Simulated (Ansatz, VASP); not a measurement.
C: VASP beside Ansatz

```
C
1.0
     0.00000    1.63620    2.12706
     1.63620    0.00000    2.12706
     1.63620    1.63620    0.00000
C
2
Direct
  0.50000 0.50000 0.50000
  0.75000 0.75000 0.75000
```

Alike in both runs: task single point; functional PBE; k mesh 12 × 12 × 12; occupations gaussian, width 0.05 eV; no spin polarisation.

|  | VASP | Ansatz |
| --- | --- | --- |
| version | VASP 6.6.1 | Ansatz 0.2.0 |
| potentials or method | VASP PAW PBE potentials, release 64 (C) | scalar-relativistic, plane waves, PAW |
| plane-wave cutoff (eV) | 520 | 420 |
| valence electrons in the cell | 8 | 8 |

Ansatz gave:

```
gap on the k mesh at the Fermi level (eV)       : 0.86
least direct gap on the mesh (eV)               : 2.80
pressure (GPa)                                  : 3.5
largest component of the traceless stress (GPa) : 199.00
```

**Question.** What did VASP give for the same quantities?

**Answer.** gap on the k mesh at the Fermi level (eV): 0.85; least direct gap on the mesh (eV): 2.79; pressure (GPa): 4.0; largest component of the traceless stress (GPa): 198.96.
